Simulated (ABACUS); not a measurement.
Crystal: Ir.

```
CELL_PARAMETERS angstrom
0.00000 1.91560 1.91560
1.91560 0.00000 1.91560
1.91560 1.91560 0.00000
ATOMIC_POSITIONS crystal
Ir 0.00000 0.00000 0.00000
```

Base run:

| Item | Value |
| --- | --- |
| Program | ABACUS 3.10.1 |
| Functional | PBE |
| Potentials or basis | PseudoDojo NC SR 0.4.1 PBE standard |
| Cutoff | 1361 eV |
| Density cutoff | 5442 eV |
| Basis | DZP LCAO (the cutoffs set its grid) |
| k mesh | 12 × 12 × 12 |
| Occupations | fermi-dirac, width 0.05 eV |
| Spin | no spin polarisation |

Its results: band gap on the k mesh none (metal or under the smearing width); pressure 12.4 GPa.

The run is repeated on the same cell with these changes: potentials or basis from PseudoDojo NC SR 0.4.1 PBE standard to PseudoDojo NC SR 0.5 PBE stringent; k mesh from 12 × 12 × 12 to 11 × 11 × 11. What comes out?

Band gap on the k mesh none (metal or under the smearing width); pressure 13.4 GPa.

Caveats: the atomic orbitals were generated for these runs and aren't a published set; the basis of atomic orbitals isn't converged, which shifts pressures, moduli and gaps.

Not every run made on this cell is shown here.
